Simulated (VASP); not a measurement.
# CdTe (F-43m) in VASP: notebook, part 2 of 2

VASP 6.6.1. The steps go on from the part before.

### 5 Single point, HSE06

This run uses another cell than the first one, of 35.50 Å³/atom, 1.006 times its volume.

Input file POSCAR:

```
CdTe
1.0
    0.0000000000      3.2866661111      3.2866661111
    3.2866661111      0.0000000000      3.2866661111
    3.2866661111      3.2866661111      0.0000000000
Cd Te
1 1
Direct
    0.0000000000      0.0000000000      0.0000000000
    0.2500000000      0.2500000000      0.2500000000
```

Input file INCAR.step1:

```
ALGO = Normal
EDIFF = 1E-5
ENCUT = 520
GGA = PE
ISIF = 2
ISMEAR = -1
LASPH = T
LCHARG = F
LREAL = F
LWAVE = T
NBANDS = 16
NELM = 100
PREC = Accurate
SIGMA = 0.02
```

Input file INCAR.step2:

```
ALGO = Normal
EDIFF = 1E-7
ENCUT = 520
GGA = PE
HFSCREEN = 0.2079
ISIF = 2
ISMEAR = -1
ISTART = 1
LASPH = T
LCHARG = F
LHFCALC = T
LREAL = F
LWAVE = F
NBANDS = 16
NELM = 100
PREC = Accurate
PRECFOCK = Normal
SIGMA = 0.02
```

Input file KPOINTS:

```
k-points
0
Gamma
  4 4 4
```

Potentials or basis: VASP PAW PBE potentials, release 64 (Cd, Te).

Launch:

```bash
cat potpaw_PBE.64/Cd/POTCAR potpaw_PBE.64/Te/POTCAR > POTCAR
cp INCAR.step1 INCAR
mpirun -np 1 vasp_std > vasp.out
cp INCAR.step2 INCAR
mpirun -np 1 vasp_std > vasp.out
```

OUTCAR:

```text
EDIFF = 1E-7
   ENCUT = 520
   GGA = PE
   HFSCREEN = 0.2079
   ISIF = 2
   ISMEAR = -1
   ISTART = 1
   LASPH = T
   LHFCALC = T
   LREAL = F
   NELM = 100
   PREC = Accurate
   PRECFOCK = Normal

 ion  position               nearest neighbor table
   1  0.000  0.000  0.000-   2 2.85   2 2.85   2 2.85   2 2.85
   2  0.250  0.250  0.250-   1 2.85   1 2.85   1 2.85   1 2.85

  LATTYP: Found a face centered cubic cell.
 ALAT       =     6.5733322222

  Lattice vectors:

 A1 = (   0.0000000000,   3.2866661111,   3.2866661111)
 A2 = (   3.2866661111,   0.0000000000,   3.2866661111)
 A3 = (   3.2866661111,   3.2866661111,   0.0000000000)

Analysis of symmetry for initial positions (statically):
=====================================================================
 Subroutine PRICEL returns:
 Original cell was already a primitive cell.

 Routine SETGRP: Setting up the symmetry group for a
 face centered cubic supercell.

 Subroutine GETGRP returns: Found 24 space group operations
 (whereof 24 operations were pure point group operations)
 out of a pool of 48 trial point group operations.

The static configuration has the point symmetry T_d .

Analysis of symmetry for dynamics (positions and initial velocities):
=====================================================================
 Subroutine PRICEL returns:
 Original cell was already a primitive cell.

 Routine SETGRP: Setting up the symmetry group for a
 face centered cubic supercell.

 Subroutine GETGRP returns: Found 24 space group operations
 (whereof 24 operations were pure point group operations)
 out of a pool of 48 trial point group operations.

The dynamic configuration has the point symmetry T_d .

 Subroutine INISYM returns: Found 24 space group operations
 (whereof 24 operations are pure point group operations),
 and found     1 'primitive' translations

----------------------------------------------------------------------------------------

                                     Primitive cell

  volume of cell :      71.0063

  direct lattice vectors                    reciprocal lattice vectors
     0.000000000  3.286666111  3.286666111    -0.152129843  0.152129843  0.152129843
     3.286666111  0.000000000  3.286666111     0.152129843 -0.152129843  0.152129843
     3.286666111  3.286666111  0.000000000     0.152129843  0.152129843 -0.152129843

  length of vectors
     4.648047789  4.648047789  4.648047789     0.263496618  0.263496618  0.263496618

  position of ions in fractional coordinates (direct lattice)
     0.000000000  0.000000000  0.000000000
     0.250000000  0.250000000  0.250000000

  ion indices of the primitive-cell ions
   primitive index   ion index
                 1           1
                 2           2

----------------------------------------------------------------------------------------

 KPOINTS: k-points

Automatic generation of k-mesh.
 Grid dimensions read from file:
 generate k-points for:    4    4    4

 Generating k-lattice:

  Cartesian coordinates                     Fractional coordinates (reciprocal lattice)
    -0.038032461  0.038032461  0.038032461     0.250000000  0.000000000  0.000000000
     0.038032461 -0.038032461  0.038032461     0.000000000  0.250000000  0.000000000
     0.038032461  0.038032461 -0.038032461     0.000000000  0.000000000  0.250000000

  Length of vectors
     0.065874154  0.065874154  0.065874154

  Shift w.r.t. Gamma in fractional coordinates (k-lattice)
     0.000000000  0.000000000  0.000000000

 Subroutine IBZKPT returns following result:
 ===========================================

 Found      8 irreducible k-points:

 Following reciprocal coordinates:
            Coordinates               Weight
  0.000000  0.000000  0.000000      1.000000
  0.250000  0.000000  0.000000      8.000000
  0.500000  0.000000  0.000000      4.000000
  0.250000  0.250000  0.000000      6.000000
  0.500000  0.250000  0.000000     24.000000
 -0.250000  0.250000  0.000000     12.000000
  0.500000  0.500000  0.000000      3.000000
 -0.250000  0.500000  0.250000      6.000000
   k-points           NKPTS =      8   k-points in BZ     NKDIM =     64   number of bands    NBANDS=     16
   number of dos      NEDOS =    301   number of ions     NIONS =      2
   total plane-waves  NPLWV =  46656
   dimension x,y,z NGX =    36 NGY =   36 NGZ =   36
   dimension x,y,z NGXF=    72 NGYF=   72 NGZF=   72
   ions per type =               1   1
   NGX,Y,Z   is equivalent  to a cutoff of  12.88, 12.88, 12.88 a.u.
   NGXF,Y,Z  is equivalent  to a cutoff of  25.75, 25.75, 25.75 a.u.
 SYSTEM =  unknown system
   PREC   = accura    normal or accurate (medium, high low for compatibility)
   ISTART =      1    job   : 0-new  1-cont  2-samecut
   ICHARG =      0    charge: 1-file 2-atom 10-const
   ISPIN  =      1    spin polarized calculation?
   LNONCOLLINEAR =      F non collinear calculations
   LSORBIT =      F    spin-orbit coupling
   LASPH  =      T    aspherical Exc in radial PAW
   ENCUT  =  520.0 eV  38.22 Ry    6.18 a.u.   8.64  8.64  8.64*2*pi/ulx,y,z
   NELM   =    100;   NELMIN=  2; NELMDL=  0     # of ELM steps
   EDIFF  = 0.1E-06   stopping-criterion for ELM
   LREAL  =      F    real-space projection
   EDIFFG = 0.1E-05   stopping-criterion for IOM
   NSW    =      0    number of steps for IOM
   IBRION =     -1    ionic relax: 0-MD 1-quasi-New 2-CG
   NFREE  =      0    steps in history (QN), initial steepest desc. (CG)
   ISIF   =      2    stress and relaxation
   ISYM   =      3    0-nonsym 1-usesym 2-fastsym
   POTIM  = 0.5000    time-step for ionic-motion
   TEBEG  =    0.0;   TEEND  =   0.0 temperature during run
   PSTRESS=    0.0 pullay stress
   NELECT =      18.0000    total number of electrons
   NUPDOWN=      -1.0000    fix difference up-down
   EMIN   =  10.00;   EMAX   =-10.00  energy-range for DOS
   EFERMI =   0.00;   METHOD = LEGACY
   ISMEAR =    -1;   SIGMA  =   0.02  broadening in eV -4-tet -1-fermi 0-gaus
   EFERMI_NEDOS =   21; number of points for ismear=-14 and -15
   IALGO  =     38    algorithm
   IMIX   =      1    mixing-type and parameters
     AMIX     =   0.40;   BMIX     =  1.00
     AMIX_MAG =   1.60;   BMIX_MAG =  1.00
  volume/ion in A,a.u.               =      35.50       239.59
  Fermi-wavevector in a.u.,A,eV,Ry     =   1.036096  1.957938 14.605791  1.073495
  Thomas-Fermi vector in A             =   2.170471
   LORBIT       =      0    0 simple, 1 ext, 2 COOP (PROOUT), +10 PAW based schemes
   GGA     = PE    functional components
   LHFCALC =     T    Hartree Fock is set to
   PRECFOCK=normal    Normal, Fast or Accurate (Low or Medium for compatibility)
   ENCUT4O =  -1.0   cutoff for four orbital integrals eV
   NKREDX  =     1    reduce k-point grid by
   NKREDY  =     1    reduce k-point grid by
   NKREDZ  =     1    reduce k-point grid by
   AEXX    =    0.2500 exact exchange contribution
   HFSCREEN=    0.2079 screening length (either q_TF or 0.3 A-1)
   HFSCREENC=   0.2079 screening length for correlation (either q_TF or 0.3 A-1)
   ENCUTFOCK=  -1.0 apply spherical cutoff to Coloumb kernel
   IVDW    =     0    specifies the selected vdW correction
   LEPSILON=     F    determine dielectric tensor
   LRPA    =     F    only Hartree local field effects (RPA)
 non-spin polarized calculation
  energy-cutoff  :      520.00
  volume of cell :       71.01
 maximum number of plane-waves:      1924
 NGX is ok and might be reduce to    36
  NGX = 28; NGY = 28; NGZ = 28

 number of electron      18.0000006 magnetization

 Free energy of the ion-electron system (eV)
  ---------------------------------------------------
  ext. energy  EPLUGINS =         0.00000000
  ---------------------------------------------------
  free energy    TOTEN  =        -5.99454115 eV

  energy without entropy =       -5.99454115  energy(sigma->0) =       -5.99454115

 E-fermi :   1.9610     XC(G=0):  -7.0117

 val. band max:        1.4768980285   @ k =   0.0000   0.0000   0.0000
 cond. band min:       2.9002463304   @ k =   0.0000   0.0000   0.0000
 fundamental gap:      1.4233483020
 Fermi energy:         1.9610437461

 k-point     1 :       0.0000    0.0000    0.0000
  band No.  band energies     occupation
      1     -10.4031      2.00000
      2      -8.0010      2.00000
      3      -8.0010      2.00000
      4      -8.0010      2.00000
      5      -7.7681      2.00000
      6      -7.7681      2.00000
[... 129 lines left out ...]
      3      -7.8855      2.00000
      4      -7.7944      2.00000
      5      -7.7664      2.00000
      6      -7.1153      2.00000
[... 8 lines left out ...]
     15      13.5541      0.00000
     16      13.6984      0.00000

------------------------ aborting loop because EDIFF is reached ----------------------------------------

  FORCE on cell =-STRESS in cart. coord.  units (eV):
  Direction    XX          YY          ZZ          XY          YZ          ZX
  --------------------------------------------------------------------------------------
  -------------------------------------------------------------------------------------
  Total       -0.0006704     -0.0006704     -0.0006704      0.0000000      0.0000000      0.0000000
  in kB       -0.0151265     -0.0151265     -0.0151265      0.0000000      0.0000000      0.0000000
  external PRESSURE =      -0.0151265 kB  Pullay stress =       0.0000000 kB

 VOLUME and BASIS-vectors are now :
 -----------------------------------------------------------------------------
  energy-cutoff  :      520.00
  volume of cell :       71.01
      direct lattice vectors                 reciprocal lattice vectors
     0.000000000  3.286666111  3.286666111    -0.152129843  0.152129843  0.152129843
     3.286666111  0.000000000  3.286666111     0.152129843 -0.152129843  0.152129843
     3.286666111  3.286666111  0.000000000     0.152129843  0.152129843 -0.152129843

 POSITION                                       TOTAL-FORCE (eV/Angst)
 -----------------------------------------------------------------------------------
      0.00000      0.00000      0.00000         0.000000      0.000000      0.000000
      1.64333      1.64333      1.64333        -0.000000     -0.000000     -0.000000
 -----------------------------------------------------------------------------------
    total drift:                               -0.000002     -0.000002     -0.000002

  FREE ENERGIE OF THE ION-ELECTRON SYSTEM (eV)
  ---------------------------------------------------
  free  energy   TOTEN  =        -5.9945411533 eV

  energy  without entropy=       -5.9945411533  energy(sigma->0) =       -5.99454115
```

OUTCAR.step1:

```text
EDIFF = 1E-5
   ENCUT = 520
   GGA = PE
   ISIF = 2
   ISMEAR = -1
[... 354 lines left out ...]
 -----------------------------------------------------------------------------------
      0.00000      0.00000      0.00000         0.000000     -0.000000      0.000000
      1.64333      1.64333      1.64333        -0.000000      0.000000     -0.000000
 -----------------------------------------------------------------------------------
    total drift:                               -0.000000     -0.000000     -0.000000

  FREE ENERGIE OF THE ION-ELECTRON SYSTEM (eV)
  ---------------------------------------------------
  free  energy   TOTEN  =        -4.7491878571 eV

  energy  without entropy=       -4.7491878518  energy(sigma->0) =       -4.74918785
```

OSZICAR.step1:

```text
N       E                     dE             d eps       ncg     rms          rms(c)
DAV:   1     0.100843947621E+03    0.10084E+03   -0.83334E+03   256   0.975E+02
DAV:   2    -0.135326526812E+01   -0.10220E+03   -0.97656E+02   328   0.234E+02
DAV:   3    -0.496075428976E+01   -0.36075E+01   -0.36036E+01   296   0.459E+01
DAV:   4    -0.499629425603E+01   -0.35540E-01   -0.35538E-01   400   0.400E+00
DAV:   5    -0.499637844036E+01   -0.84184E-04   -0.84184E-04   328   0.179E-01    0.510E+00
DAV:   6    -0.476446492870E+01    0.23191E+00   -0.39128E-01   320   0.718E+00    0.426E+00
DAV:   7    -0.474742860605E+01    0.17036E-01   -0.11340E-01   272   0.212E+00    0.168E+00
DAV:   8    -0.474862832199E+01   -0.11997E-02   -0.10914E-02   288   0.115E+00    0.490E-01
DAV:   9    -0.474905085706E+01   -0.42254E-03   -0.93863E-04   288   0.304E-01    0.112E-01
DAV:  10    -0.474913920360E+01   -0.88347E-04   -0.12550E-04   312   0.972E-02    0.535E-02
DAV:  11    -0.474918912839E+01   -0.49925E-04   -0.90274E-05   288   0.546E-02    0.362E-02
DAV:  12    -0.474918785707E+01    0.12713E-05   -0.34263E-06   248   0.138E-02
   1 F= -.47491879E+01 E0= -.47491879E+01  d E =-.527635E-08
```

Wall time 7.9 min (1 thread of Intel Xeon 6975P-C (Granite Rapids), shared host); peak memory 0.32 GiB.

What came out:

```
Free energy            : -5.9945 eV
Pressure               : 0.0 GPa
Band gap on the k mesh : 1.42 eV, direct
```

Caveat: the PAW data sets were made with another functional, which shifts forces and pressure a little; spin-orbit coupling is left out, which moves the levels of the heavy elements.

### 6 Summary

| level | cell | smearing | screening parameter | gap on the mesh (eV) | pressure (GPa) |
| --- | --- | --- | --- | --- | --- |
| HSE06 | a = 4.638 Å, angles 60.0°, 2 atoms | gaussian 0.01 eV | 0.2079 1/Å | 1.44 | 0.2 |
| PBE0 | a = 4.638 Å, angles 60.0°, 2 atoms | gaussian 0.01 eV | - | 2.12 | 0.0 |
| r2SCAN0 | a = 4.638 Å, angles 60.0°, 2 atoms | gaussian 0.01 eV | - | 2.43 | -0.5 |
| HSE06 | a = 4.648 Å, angles 60.0°, 2 atoms | fermi-dirac 0.02 eV | 0.2079 1/Å | 1.42 | 0.0 |

Alike in all rows: task single point; potentials or basis VASP PAW PBE potentials, release 64 (Cd, Te); no spin polarisation; k mesh 4 × 4 × 4; cutoff (eV) 520.

On the cell as given the gap runs from 1.44 eV (HSE06) to 2.43 eV (r2SCAN0). The pressure there spans -0.5 GPa (r2SCAN0) to 0.2 GPa (HSE06); a positive pressure means that this level wants a larger cell, a negative one a smaller.

Caveats: the PAW data sets were made with another functional, which shifts forces and pressure a little; spin-orbit coupling is left out, which moves the levels of the heavy elements.

Total energies depend on the potentials used, so only differences within one code and one set of settings carry meaning.

### 7 Against experiment

Step 2. Measured gap of CdTe: 1.607 eV (0 K; a printed reference work, data compilation). This calculation gives 1.44 eV (-0.16 eV). Spin-orbit coupling on Cd, Te is left out. The value is that of HSE06, without temperature or zero-point motion.

Step 3. A measured gap of CdTe is 1.607 eV (0 K; a printed reference work, data compilation); the calculated 2.12 eV misses it by +0.52 eV. Spin-orbit coupling on Cd, Te is left out. The value is that of PBE0, without temperature or zero-point motion.

Step 4. Measured gap of CdTe: 1.607 eV (0 K; a printed reference work, data compilation). This calculation gives 2.43 eV (+0.82 eV). Spin-orbit coupling on Cd, Te is left out. The value is that of r2SCAN0, without temperature or zero-point motion.

Step 5. A measured gap of CdTe is 1.607 eV (0 K; a printed reference work, data compilation); the calculated 1.42 eV misses it by -0.18 eV. Spin-orbit coupling on Cd, Te is left out. The value is that of HSE06, without temperature or zero-point motion.
